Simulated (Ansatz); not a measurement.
**InP: where the heat goes in a short trajectory**

Theory: DFT PBEsol, scalar-relativistic, plane waves, PAW in Ansatz. The runs took a 420 eV cutoff, a shifted (0.5, 0.5, 0.5 steps) 2×2×2 mesh and Fermi–Dirac smearing (0.05 eV). The mesh is coarse. No spin polarisation.

16 atoms start on the lattice sites below (V = 372.3 Å³, 1.00 times the source cell's; static pressure -8.40 GPa, largest force component 0.00 eV/Å) with velocities drawn for 200 K; Langevin thermostat aiming at the same temperature, fixed cell, 50 steps of 6 fs.

```
In P
1.0
     0.00000    5.71000   -5.71000
    -5.71000    0.00000   -5.71000
    -5.71000    5.71000    0.00000
In P
8 8
Cartesian
  -2.8550 2.8550 -5.7100
  -2.8550 0.0000 -2.8550
  0.0000 2.8550 -2.8550
  0.0000 0.0000 0.0000
  -5.7100 5.7100 -5.7100
  -5.7100 2.8550 -2.8550
  -2.8550 5.7100 -2.8550
  -2.8550 2.8550 0.0000
  -5.7100 5.7100 -8.5650
  -5.7100 2.8550 -5.7100
  -2.8550 5.7100 -5.7100
  -2.8550 2.8550 -2.8550
  -8.5650 8.5650 -8.5650
  -8.5650 5.7100 -5.7100
  -5.7100 8.5650 -5.7100
  -5.7100 5.7100 -2.8550
```

| t (fs) | T (K) | kinetic energy (meV/atom) | potential energy over the first frame (meV/atom) | P with the kinetic part (GPa) |
| --- | --- | --- | --- | --- |
| 0.0 | 188 | 24.2 | 0.0 | -8.29 |
| 18.0 | 132 | 17.0 | 3.4 | -8.21 |
| 36.0 | 115 | 14.8 | 9.0 | -7.99 |
| 54.0 | 91 | 11.7 | 10.9 | -7.88 |
| 72.0 | 173 | 22.3 | 9.7 | -7.88 |
| 90.0 | 244 | 31.5 | 6.8 | -7.88 |
| 108.0 | 194 | 25.0 | 9.0 | -7.76 |
| 126.0 | 158 | 20.4 | 12.1 | -7.58 |
| 144.0 | 141 | 18.3 | 13.4 | -7.38 |
| 162.0 | 155 | 20.0 | 11.7 | -7.30 |
| 180.0 | 194 | 25.1 | 13.1 | -7.07 |
| 198.0 | 157 | 20.3 | 16.0 | -6.88 |
| 216.0 | 125 | 16.2 | 16.0 | -6.83 |
| 234.0 | 164 | 21.1 | 14.1 | -6.83 |
| 252.0 | 220 | 28.5 | 16.8 | -6.66 |
| 270.0 | 194 | 25.0 | 19.5 | -6.57 |
| 288.0 | 191 | 24.6 | 18.6 | -6.63 |

T counts 3N degrees of freedom. Means over every step of the second half, not only the rows shown: T = 166 K, kinetic energy 21.5 meV/atom, potential energy 15.7 meV/atom, P = -6.87 GPa.

Task: Does the potential energy follow equipartition for harmonic vibrations?

Result: In a harmonic crystal each vibration holds as much potential as kinetic energy on average; T is counted on all 3N degrees of freedom here, and the thermostat also drives the centre of mass, which has no potential energy, so the share is (N − 1)/N of the kinetic energy, 20.2 meV/atom. The run has 15.7, a ratio of 0.78. The deficit can mean that slow modes haven't yet taken up their share, that the thermostat is still feeding kinetic energy, or that the atoms found a lower arrangement than the start. The time step adds a little: a Verlet scheme lowers a mode's mean kinetic energy against its potential energy by the factor 1 − (ωΔt)²/4. So short a run gives a rough mean. T is still well under the temperature that the thermostat aims for. Electronic entropy is part of the potential energy at this smearing.

Task: Split the rise of pressure into the kinetic part and the rest. Can a thermal Grüneisen parameter be estimated?

Result: The program counts the kinetic part as N k_B T/V = 0.10 GPa. The pressure lies 1.53 GPa over the static one in all, so the forces add 1.43 GPa. For a harmonic mode with ω ∝ V^(−γ) and an amplitude that scales with the cell, the forces add (2γ − 2/3)U/V, which needs no equipartition; when U equals the kinetic energy K, this and the kinetic part 2K/(3V) sum to the Mie–Grüneisen γE_th/V. With U = N × 15.7 meV, γ = 1/3 + V ΔP_forces/(2U) = 6.97, for harmonic vibrations a mean over the modes weighted by their potential energy, for uniform scaling of the cell (in a layered or otherwise anisotropic crystal this differs from γ under hydrostatic pressure). Most solids fall between 1 and 3, and tetrahedral, framework and layered ones often lower; anharmonic motion and pressure swings in a cell of 16 atoms make this value uncertain by tenths or more. The mean pressure differs by 0.4 GPa between the two halves of this window, worth 1.7 in γ, so slow motion isn't averaged out and the value is a rough guess.

Cost: 1 run of about 6.6 core-minutes (earlier runs that led there not counted), on Intel Xeon Platinum 8488C (Sapphire Rapids) (shared hosts).